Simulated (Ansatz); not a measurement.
# InP (F-43m) in Ansatz: further runs

The runs below take InP through band structure, with RPBE, LDA, PBE, PBEsol.

Program: Ansatz 0.2.0. These are calculated values, not measurements. Logs are shortened: lines on timing, memory, paths and dates and some standing lists are left out, and cuts for length are marked.

**What was measured.**

A printed reference work, data compilation reports, for a bulk crystal of InP at 1.6 K: band gap 1.4236 eV (direct).

The runs below are set against these values where they give the same quantity.

### 1 The crystal as given

It takes space group F-43m (No. 216, cubic). The conventional cell has a = 5.861 Å, b = 5.861 Å, c = 5.861 Å, α = 90.00°, β = 90.00°, γ = 90.00°. In (site symmetry -43m) is surrounded by 4 P at 2.54 Å. P (site symmetry -43m) is surrounded by 4 In at 2.54 Å.

### 2 Band structure, RPBE

input.yaml

```yaml
crystal:
  lattice:
    - [0.0, 2.9305, 2.9305]
    - [2.9305, 0.0, 2.9305]
    - [2.9305, 2.9305, 0.0]
  atoms:
    - { symbol: In, position: [0.0, 0.0, 0.0] }
    - { symbol: P, position: [0.75, 0.75, 0.75] }
kpoints:
  mp_grid: { grid: [8, 8, 8] }
  band_path:
    path:
      - [0.0, 0.0, 0.0]
      - [0.5, 0.0, 0.5]
      - [0.5, 0.25, 0.75]
      - [0.375, 0.375, 0.75]
      - [0.0, 0.0, 0.0]
      - [0.5, 0.5, 0.5]
      - [0.625, 0.25, 0.625]
      - [0.5, 0.25, 0.75]
    npoints: 12
scf:
  occupations: { method: fermi_dirac, width: 0.05 }
hamiltonian:
  xc: rpbe
  pseudopotentials: { kind: all_electron, lapw: { basis_error: 0.001 } }
output:
  forces: true
  stress: true
  eigenvalues: true
```

Potentials or basis: all-electron LAPW, scalar-relativistic.

Started as:

```
ansatz run input.yaml --threads 1 --pin off --max-ram 3072MiB --backend cpu --events-out ev --progress --plain --runs-dir out
```

What it wrote:

```text
Warning: RAYON_NUM_THREADS=1 ignored (pool sized by the plan → 1); use --threads N
LAPW: plane waves up to 8.010 Å⁻¹, error target 1.0e-3 eV per atom; small_component_spin mean_spin; P in spheres of 1.105 Å, 13 of its electrons in bands, Dirac shells []; In in spheres of 1.433 Å, 21 of its electrons in bands, Dirac shells [] (how accurate: hamiltonian.pseudopotentials.lapw.basis_error, Limitations)
Engine: ansatz 0.2.0, x86_64-unknown-linux-gnu
Pseudopotentials: kind: all_electron
Pseudopotential: In, LAPW, valence charge 21, lapw/all_electron/scalar/gaussian/In, Koelling and Harmon's equation, gaussian nucleus
Pseudopotential: P, LAPW, valence charge 13, lapw/all_electron/scalar/gaussian/P, Koelling and Harmon's equation, gaussian nucleus
Functional definition: RPBE
  parameter kappa = 0.804
  parameter beta = 0.06672455060314922
  exchange = rpbe_x(kappa = kappa, mu = beta*pi^2/3)
  correlation = pbe_c(beta = beta)
Crystal: 2 atoms, lattice volume = 50.333 Å³
Basis set: ecut = 244.4539890720867 eV, 411 PW (Γ), exchange–correlation at level 2
Bands: 21, of which v1, the nominal top of the filled ones, is band 17 counted from 1 (16 counted from 0)
Symmetry: 24 space group operations
Space group: F-43m (ITA 216), of the structure as read, at distance tolerance 3.7e-5 Å
k-points: 29 of 512 (time reversal used)
Non-local potential: In, projectors of the file, none
Non-local potential: P, projectors of the file, none
Initial density: superposition of atomic densities (chi_scale 0.1, normalization cell, long waves kept (reshape's long-wave potential 0.00 eV rms))
Initial wavefunctions: plane waves of lowest kinetic energy (no species holds an atomic orbital)
Functional: x = rpbe, c = pbe(β = 0.06672455060314922)
iter 1 solved again at ethr=3.91e-3 eV; its pass at ethr=1.00e-1 eV (dr2=1.33e0 eV) is discarded
SCF iter   1: F=—  HF=-169367.498595 eV  |F-HF|=—  |Δ(HF+E_count)|=         —  Δρ=3.73e-2  dr2=1.33e0  ethr=3.91e-3  ⟨swp⟩=2.0  Hψ=4159  notcnv=0
preconditioner: auto → none  [insulator: Δε(μ)=1.209 eV  Ē_g=14.311 eV  σ=0.050 eV  W_gap=1.00  n_scr=14 (ndim 8)  ℏωp=22.2 eV  f_vac=0.032  D(μ)=0.00/eV (n_scr^D=0)  ε∞_Penn≈3.4]
iter 2 solved again at ethr=1.98e-4 eV; its pass at ethr=3.91e-3 eV (dr2=6.72e-2 eV) is discarded
SCF iter   2: F=—  HF=-169367.102901 eV  |F-HF|=—  |Δ(HF+E_count)|=   3.96e-1  Δρ=1.24e-2  dr2=6.72e-2  ethr=1.98e-4  ⟨swp⟩=2.0  Hψ=3192  notcnv=0
SCF iter   3: F=—  HF=-169367.083585 eV  |F-HF|=—  |Δ(HF+E_count)|=         —  Δρ=6.20e-3  dr2=1.67e-2  ethr=1.98e-4  ⟨swp⟩=2.0  Hψ=1798  notcnv=0
the basis was enlarged: its passes take 670.1 KiB over the memory plan, 1 of 1 planned eigensolver slots
SCF iter   4: F=—  HF=-169367.088235 eV  |F-HF|=—  |Δ(HF+E_count)|=   4.65e-3  Δρ=1.45e-3  dr2=1.24e-3  ethr=4.91e-5  ⟨swp⟩=2.7  Hψ=1811  notcnv=0
SCF iter   5: F=—  HF=-169367.088181 eV  |F-HF|=—  |Δ(HF+E_count)|=   5.38e-5  Δρ=2.44e-4  dr2=3.72e-5  ethr=3.66e-6  ⟨swp⟩=3.0  Hψ=1786  notcnv=0  defer=1
SCF iter   6: F=—  HF=-169367.088292 eV  |F-HF|=—  |Δ(HF+E_count)|=   1.11e-4  Δρ=5.44e-5  dr2=1.57e-6  ethr=1.09e-7  ⟨swp⟩=3.0  Hψ=1801  notcnv=0
SCF iter   7: F=-169367.088300 eV  HF=-169367.088300 eV  |F-HF|=8.68e-8  |Δ(HF+E_count)|=   7.46e-6  Δρ=5.49e-6  dr2=2.06e-8  ethr=4.63e-9  ⟨swp⟩=3.0  Hψ=1807  notcnv=0
SCF 1 converged in 7 iterations: F = -169367.088300 eV  dr2 = 2.06e-8
NSCF: frozen V_eff on 85 k-points
SCF converged after 7 iterations
Free energy (F): -169367.088300 eV
Harris-Foulkes:  -169367.088300 eV  (|F-HF|=8.68e-8)
Internal energy: -169367.088299 eV  (E = F + TS)
E sigma→0 (E₀):  -169367.088299 eV
Entropy (-TS):   -0.000001 eV (-0.001 meV/atom)
Fermi energy:    9.654876 eV
--- Per-component energies (eV) ---
  E_band       = -1580.127810
  E_kinetic    = 177347.047833
  E_xc         = -4997.531480
  E_electrostatic = -341716.604651  (all electrons and nuclei)
  E_smearing   = -0.000001  (= −TS)
  E_closure    = 0.000000  (closes the sum)
  E_atoms      = -169359.424841  (free atoms, spherical and without spin; not in F)
  Σ components = -169367.088300   (vs F -169367.088300, Δ=0.00e0)
  Basis errors (estimates in eV, not in F): energy 4.6e-4 per atom: plane waves 4.2e-4 (2.4e-4 summed), levels above the bands 4.8e-59, relativity 4.3e-8, radial functions 4.7e-5, core shells 6.6e-8; eigenvalues (radial functions only) 1.1e-6; not estimated: angular momenta, meshes, grids; target (lapw.basis_error) 1.0e-3; muffin-tin radii P 1.105 Å, In 1.433 Å
--- Forces (eV/Å), atoms counted from 1 ---
  atom   1  In     0.00000000    -0.00000000    -0.00000000
  atom   2  P     -0.00000000     0.00000000    -0.00000000
  max |Σ_I F_I| component: 3.70e-17 eV/Å
--- Stress (GPa, compression-positive) ---
        5.165424       0.000000      -0.000000
        0.000000       5.165424       0.000000
       -0.000000       0.000000       5.165424
  P = ⅓ Tr σ = 5.1654 GPa (51.654 kbar)
--- Band table (eV; the first three rows and the last of 29) ---
  k-point 0: bands = ["-158.5796", "-108.8495", "-108.8495", "-108.8495", "-105.8151", "-64.2951", "-64.2951", "-64.2951", "-5.0132", "-5.0132", "-5.0132", "-4.8627", "-4.8627", "-2.2858", "9.1983", "9.1983", "9.1983", "10.0486", "13.3452", "13.3452", "13.3452"]
  k-point 1: bands = ["-158.5796", "-108.8495", "-108.8495", "-108.8495", "-105.8151", "-64.2951", "-64.2951", "-64.2951", "-5.0318", "-5.0058", "-5.0058", "-4.8626", "-4.8626", "-2.1082", "7.7013", "9.0146", "9.0146", "10.9553", "13.5201", "13.6203", "13.6203"]
  k-point 2: bands = ["-158.5796", "-108.8495", "-108.8495", "-108.8495", "-105.8151", "-64.2952", "-64.2951", "-64.2951", "-5.0744", "-4.9901", "-4.9901", "-4.8600", "-4.8600", "-1.6123", "5.8046", "8.6469", "8.6469", "11.1002", "14.0423", "14.0423", "14.6274"]
  k-point 28: bands = ["-158.5796", "-108.8495", "-108.8495", "-108.8495", "-105.8151", "-64.2953", "-64.2952", "-64.2952", "-5.1634", "-4.9531", "-4.9179", "-4.8825", "-4.8477", "0.1526", "3.6501", "6.2828", "6.3288", "13.5831", "13.6241", "14.8607", "15.5215"]
```

Wall time 17 s (1 thread of Intel Xeon Platinum 8259CL at 2.50GHz (Skylake/Cascade Lake), shared host); peak memory 0.32 GiB.

Results:

```yaml
Free_energy: -169367.0883 eV
Pressure: 5.2 GPa
Band_gap_on_the_k_mesh: 0.85 eV, direct
Band_gap_along_the_path: 0.85 eV, direct
```

Levels at the corners of the path, in eV from the valence-band top:
| point | band 13 | band 14 | band 15 | band 16 | band 17 | band 18 | band 19 | band 20 | band 21 |
| --- | --- | --- | --- | --- | --- | --- | --- | --- | --- |
| Γ | -14.06 | -11.48 | 0.00 | 0.00 | 0.00 | 0.85 | 4.15 | 4.15 | 4.15 |
| X | -14.03 | -9.12 | -5.70 | -2.30 | -2.30 | 1.89 | 2.36 | 9.36 | 9.67 |
| W | -14.05 | -9.05 | -5.55 | -2.92 | -2.87 | 4.38 | 4.43 | 5.66 | 6.32 |
| K | -14.04 | -9.13 | -5.55 | -3.26 | -1.92 | 2.47 | 4.46 | 7.56 | 7.65 |
| Γ | -14.06 | -11.48 | 0.00 | 0.00 | 0.00 | 0.85 | 4.15 | 4.15 | 4.15 |
| L | -14.05 | -9.77 | -5.67 | -0.96 | -0.96 | 1.61 | 4.87 | 4.87 | 7.27 |
| U | -14.04 | -9.13 | -5.55 | -3.26 | -1.92 | 2.47 | 4.46 | 7.56 | 7.65 |
| W | -14.05 | -9.05 | -5.55 | -2.92 | -2.87 | 4.38 | 4.43 | 5.66 | 6.32 |

Caveat: spin-orbit coupling is left out, which moves the levels of the heavy elements.

### 3 Band structure, LDA

Edit input.yaml of step 2 so:

```diff
@@ -20,3 +20,3 @@
       - [0.5, 0.25, 0.75]
-    npoints: 12
+    npoints: 8
 scf:
@@ -24,3 +24,3 @@
 hamiltonian:
-  xc: rpbe
+  xc: lda
   pseudopotentials: { kind: all_electron, lapw: { basis_error: 0.001 } }
```

Potentials or basis: all-electron LAPW, scalar-relativistic.

Started as:

```
ansatz run input.yaml --threads 1 --pin off --max-ram 3072MiB --backend cpu --events-out ev --progress --plain --runs-dir out
```

It took 17 s on 1 thread of Arm Neoverse V1, shared host; peak memory 0.26 GiB.

It converged, with:

| Quantity | Value |
| --- | --- |
| Free energy | -169185.2141 eV |
| Pressure | -1.2 GPa |
| Band gap on the k mesh | 0.48 eV, direct |
| Band gap along the path | 0.48 eV, direct |

Levels at the corners of the path, in eV from the valence-band top:
```
point  band 13  band 14  band 15  band 16  band 17  band 18  band 19  band 20  band 21
    Γ   -14.02   -11.56     0.00     0.00     0.00     0.48     3.96     3.96     3.96
    X   -13.98    -9.13    -5.88    -2.36    -2.36     1.60     2.12     8.98     9.41
    W   -14.00    -9.05    -5.73    -3.00    -2.97     4.18     4.26     5.40     6.04
    K   -13.99    -9.14    -5.73    -3.37    -1.97     2.20     4.27     7.37     7.40
    Γ   -14.02   -11.56     0.00     0.00     0.00     0.48     3.96     3.96     3.96
    L   -14.00    -9.80    -5.84    -0.99    -0.99     1.31     4.70     4.70     6.90
    U   -13.99    -9.14    -5.73    -3.37    -1.97     2.20     4.27     7.37     7.40
    W   -14.00    -9.05    -5.73    -3.00    -2.97     4.18     4.26     5.40     6.04
```

Caveat: spin-orbit coupling is left out, which moves the levels of the heavy elements.

### 4 Band structure, PBE

Edit input.yaml of step 3 so:

```diff
@@ -24,3 +24,3 @@
 hamiltonian:
-  xc: lda
+  xc: pbe
   pseudopotentials: { kind: all_electron, lapw: { basis_error: 0.001 } }
```

Potentials or basis: all-electron LAPW, scalar-relativistic.

Started as:

```
ansatz run input.yaml --threads 1 --pin off --max-ram 3072MiB --backend cpu --events-out ev --progress --plain --runs-dir out
```

What it wrote:

```text
Warning: RAYON_NUM_THREADS=1 ignored (pool sized by the plan → 1); use --threads N
LAPW: plane waves up to 8.013 Å⁻¹, error target 1.0e-3 eV per atom; small_component_spin mean_spin; P in spheres of 1.105 Å, 13 of its electrons in bands, Dirac shells []; In in spheres of 1.433 Å, 21 of its electrons in bands, Dirac shells [] (how accurate: hamiltonian.pseudopotentials.lapw.basis_error, Limitations)
Engine: ansatz 0.2.0, aarch64-unknown-linux-gnu
Pseudopotentials: kind: all_electron
Pseudopotential: In, LAPW, valence charge 21, lapw/all_electron/scalar/gaussian/In, Koelling and Harmon's equation, gaussian nucleus
Pseudopotential: P, LAPW, valence charge 13, lapw/all_electron/scalar/gaussian/P, Koelling and Harmon's equation, gaussian nucleus
Functional definition: PBE
  parameter kappa = 0.804
  parameter beta = 0.06672455060314922
  exchange = pbe_x(kappa = kappa, mu = beta*pi^2/3)
  correlation = pbe_c(beta = beta)
Crystal: 2 atoms, lattice volume = 50.333 Å³
Basis set: ecut = 244.61379969458542 eV, 411 PW (Γ), exchange–correlation at level 2
Bands: 21, of which v1, the nominal top of the filled ones, is band 17 counted from 1 (16 counted from 0)
Symmetry: 24 space group operations
Space group: F-43m (ITA 216), of the structure as read, at distance tolerance 3.7e-5 Å
k-points: 29 of 512 (time reversal used)
Non-local potential: In, projectors of the file, none
Non-local potential: P, projectors of the file, none
Initial density: superposition of atomic densities (chi_scale 0.1, normalization cell, long waves kept (reshape's long-wave potential 0.00 eV rms))
[... 19 lines left out ...]
E sigma→0 (E₀):  -169355.405011 eV
Entropy (-TS):   -0.000005 eV (-0.002 meV/atom)
Fermi energy:    9.487013 eV
--- Per-component energies (eV) ---
  E_band       = -1583.125237
  E_kinetic    = 177332.064700
  E_xc         = -4985.289803
  E_electrostatic = -341702.179906  (all electrons and nuclei)
  E_smearing   = -0.000005  (= −TS)
  E_closure    = 0.000000  (closes the sum)
  E_atoms      = -169347.050426  (free atoms, spherical and without spin; not in F)
  Σ components = -169355.405014   (vs F -169355.405014, Δ=0.00e0)
  Basis errors (estimates in eV, not in F): energy 4.5e-4 per atom: plane waves 4.1e-4 (2.4e-4 summed), levels above the bands 1.2e-58, relativity 3.8e-8, radial functions 4.5e-5, core shells 6.7e-8; eigenvalues (radial functions only) 1.1e-6; not estimated: angular momenta, meshes, grids; target (lapw.basis_error) 1.0e-3; muffin-tin radii P 1.105 Å, In 1.433 Å
--- Forces (eV/Å), atoms counted from 1 ---
  atom   1  In     0.00000000    -0.00000000     0.00000000
  atom   2  P     -0.00000000     0.00000000     0.00000000
  max |Σ_I F_I| component: 4.16e-17 eV/Å
--- Stress (GPa, compression-positive) ---
        3.336678      -0.000000      -0.000000
       -0.000000       3.336678       0.000000
       -0.000000       0.000000       3.336678
  P = ⅓ Tr σ = 3.3367 GPa (33.367 kbar)
--- Band table (eV; the first three rows and the last of 29) ---
  k-point 0: bands = ["-158.5220", "-108.9983", "-108.9983", "-108.9983", "-105.8625", "-64.3495", "-64.3495", "-64.3495", "-5.0915", "-5.0915", "-5.0915", "-4.9395", "-4.9395", "-2.4174", "9.0988", "9.0988", "9.0988", "9.8125", "13.1909", "13.1909", "13.1909"]
  k-point 1: bands = ["-158.5220", "-108.9983", "-108.9983", "-108.9983", "-105.8625", "-64.3495", "-64.3495", "-64.3495", "-5.1105", "-5.0840", "-5.0840", "-4.9394", "-4.9394", "-2.2389", "7.5618", "8.9131", "8.9131", "10.7554", "13.3435", "13.4677", "13.4677"]
  k-point 2: bands = ["-158.5220", "-108.9983", "-108.9983", "-108.9983", "-105.8625", "-64.3496", "-64.3495", "-64.3495", "-5.1538", "-5.0682", "-5.0682", "-4.9369", "-4.9369", "-1.7404", "5.6612", "8.5424", "8.5424", "10.8977", "13.8904", "13.8904", "14.4196"]
  k-point 28: bands = ["-158.5220", "-108.9983", "-108.9983", "-108.9983", "-105.8625", "-64.3497", "-64.3497", "-64.3496", "-5.2434", "-5.0314", "-4.9955", "-4.9600", "-4.9244", "0.0390", "3.5031", "6.1494", "6.1909", "13.3905", "13.4801", "14.6703", "15.3054"]
```

Wall time 17 s (1 thread of Arm Neoverse V1, shared host); peak memory 0.27 GiB.

Results:

```yaml
Free_energy: -169355.4050 eV
Pressure: 3.3 GPa
Band_gap_on_the_k_mesh: 0.71 eV, direct
Band_gap_along_the_path: 0.71 eV, direct
```

Levels at the corners of the path, in eV from the valence-band top:
```tsv
point	band 13	band 14	band 15	band 16	band 17	band 18	band 19	band 20	band 21
Γ	-14.04	-11.52	0.00	0.00	0.00	0.71	4.09	4.09	4.09
X	-14.00	-9.14	-5.75	-2.32	-2.32	1.77	2.27	9.21	9.59
W	-14.02	-9.06	-5.60	-2.95	-2.91	4.29	4.38	5.57	6.21
K	-14.02	-9.15	-5.60	-3.30	-1.94	2.36	4.39	7.51	7.53
Γ	-14.04	-11.52	0.00	0.00	0.00	0.71	4.09	4.09	4.09
L	-14.02	-9.79	-5.73	-0.97	-0.97	1.50	4.81	4.81	7.11
U	-14.02	-9.15	-5.60	-3.30	-1.94	2.36	4.39	7.51	7.53
W	-14.02	-9.06	-5.60	-2.95	-2.91	4.29	4.38	5.57	6.21
```

Caveat: spin-orbit coupling is left out, which moves the levels of the heavy elements.

### 5 Band structure, PBEsol

Edit input.yaml of step 4 so:

```diff
@@ -24,3 +24,3 @@
 hamiltonian:
-  xc: pbe
+  xc: pbesol
   pseudopotentials: { kind: all_electron, lapw: { basis_error: 0.001 } }
```

Started as:

```
ansatz run input.yaml --threads 1 --pin off --max-ram 3072MiB --backend cpu --events-out ev --progress --plain --runs-dir out
```

Wall time 17 s (1 thread of Arm Neoverse V1, shared host); peak memory 0.27 GiB.

The run converged. Its results:

```yaml
Free_energy: -169267.3234 eV
Pressure: 0.6 GPa
Band_gap_on_the_k_mesh: 0.61 eV, direct
Band_gap_along_the_path: 0.61 eV, direct
```

Levels at the corners of the path, in eV from the valence-band top:
| point | band 13 | band 14 | band 15 | band 16 | band 17 | band 18 | band 19 | band 20 | band 21 |
| --- | --- | --- | --- | --- | --- | --- | --- | --- | --- |
| Γ | -14.01 | -11.55 | 0.00 | 0.00 | 0.00 | 0.61 | 4.01 | 4.01 | 4.01 |
| X | -13.97 | -9.13 | -5.81 | -2.35 | -2.35 | 1.63 | 2.17 | 9.09 | 9.52 |
| W | -13.99 | -9.05 | -5.66 | -3.00 | -2.96 | 4.19 | 4.34 | 5.47 | 6.07 |
| K | -13.98 | -9.14 | -5.67 | -3.36 | -1.96 | 2.25 | 4.32 | 7.42 | 7.44 |
| Γ | -14.01 | -11.55 | 0.00 | 0.00 | 0.00 | 0.61 | 4.01 | 4.01 | 4.01 |
| L | -13.99 | -9.80 | -5.80 | -0.98 | -0.98 | 1.40 | 4.73 | 4.73 | 6.95 |
| U | -13.98 | -9.14 | -5.67 | -3.36 | -1.96 | 2.25 | 4.32 | 7.42 | 7.44 |
| W | -13.99 | -9.05 | -5.66 | -3.00 | -2.96 | 4.19 | 4.34 | 5.47 | 6.07 |

Caveat: spin-orbit coupling is left out, which moves the levels of the heavy elements.

### 6 Band structure, RPBE

Edit input.yaml of step 5 so:

```diff
@@ -24,3 +24,3 @@
 hamiltonian:
-  xc: pbesol
+  xc: rpbe
   pseudopotentials: { kind: all_electron, lapw: { basis_error: 0.001 } }
```

Potentials or basis: all-electron LAPW, scalar-relativistic.

Started as:

```
ansatz run input.yaml --threads 1 --pin off --max-ram 3072MiB --backend cpu --events-out ev --progress --plain --runs-dir out
```

It took 17 s on 1 thread of Arm Neoverse V1, shared host; peak memory 0.27 GiB.

Results (log left out):

```yaml
Free_energy: -169367.0883 eV
Pressure: 5.2 GPa
Band_gap_on_the_k_mesh: 0.85 eV, direct
Band_gap_along_the_path: 0.85 eV, direct
```

Levels at the corners of the path, in eV from the valence-band top:
| point | band 14 | band 15 | band 16 | band 17 | band 18 | band 19 | band 20 | band 21 |
| --- | --- | --- | --- | --- | --- | --- | --- | --- |
| Γ | -11.48 | 0.00 | 0.00 | 0.00 | 0.85 | 4.15 | 4.15 | 4.15 |
| X | -9.12 | -5.70 | -2.30 | -2.30 | 1.89 | 2.36 | 9.36 | 9.67 |
| W | -9.05 | -5.55 | -2.92 | -2.87 | 4.38 | 4.43 | 5.66 | 6.32 |
| K | -9.13 | -5.55 | -3.26 | -1.92 | 2.47 | 4.46 | 7.56 | 7.65 |
| Γ | -11.48 | 0.00 | 0.00 | 0.00 | 0.85 | 4.15 | 4.15 | 4.15 |
| L | -9.77 | -5.67 | -0.96 | -0.96 | 1.61 | 4.87 | 4.87 | 7.27 |
| U | -9.13 | -5.55 | -3.26 | -1.92 | 2.47 | 4.46 | 7.56 | 7.65 |
| W | -9.05 | -5.55 | -2.92 | -2.87 | 4.38 | 4.43 | 5.66 | 6.32 |

Caveat: spin-orbit coupling is left out, which moves the levels of the heavy elements.

### 7 Summary

```tsv
level	cutoff (eV)	gap on the mesh (eV)	pressure (GPa)
RPBE	244	0.85	5.2
LDA	245	0.48	-1.2
PBE	245	0.71	3.3
PBEsol	245	0.61	0.6
```

Alike in all rows: task band structure; potentials or basis all-electron LAPW, scalar-relativistic; no spin polarisation; cell as given; k mesh 8 × 8 × 8; smearing fermi-dirac 0.05 eV; basis error allowed 0.001 eV/atom.

On the cell as given the gap runs from 0.48 eV (LDA) to 0.85 eV (RPBE). The pressure there spans -1.2 GPa (LDA) to 5.2 GPa (RPBE); a positive pressure means that this level wants a larger cell, a negative one a smaller.

Caveats: spin-orbit coupling is left out, which moves the levels of the heavy elements.

Compare energies only between runs with the same functional and basis.

### 8 Against experiment

Step 2. Measured gap of InP: 1.4236 eV (direct; 1.6 K; a printed reference work, data compilation). This calculation gives 0.85 eV (-0.57 eV). Spin-orbit coupling on In is left out. The value is that of RPBE, without temperature or zero-point motion. Semilocal functionals fall short of measured gaps as a rule.

Step 3. A measured gap of InP is 1.4236 eV (direct; 1.6 K; a printed reference work, data compilation); the calculated 0.48 eV misses it by -0.94 eV. Spin-orbit coupling on In is left out. The value is that of LDA, without temperature or zero-point motion. Semilocal functionals fall short of measured gaps as a rule.

Step 4. Measured gap of InP: 1.4236 eV (direct; 1.6 K; a printed reference work, data compilation). This calculation gives 0.71 eV (-0.71 eV). Spin-orbit coupling on In is left out. The value is that of PBE, without temperature or zero-point motion. Semilocal functionals fall short of measured gaps as a rule.

Step 5. A measured gap of InP is 1.4236 eV (direct; 1.6 K; a printed reference work, data compilation); the calculated 0.61 eV misses it by -0.81 eV. Spin-orbit coupling on In is left out. The value is that of PBEsol, without temperature or zero-point motion. Semilocal functionals fall short of measured gaps as a rule.

Step 6. Against the measured gap of InP, 1.4236 eV (direct; 1.6 K; a printed reference work, data compilation), the calculated 0.85 eV is off by -0.57 eV. Spin-orbit coupling on In is left out. The value is that of RPBE, without temperature or zero-point motion. Semilocal functionals fall short of measured gaps as a rule.
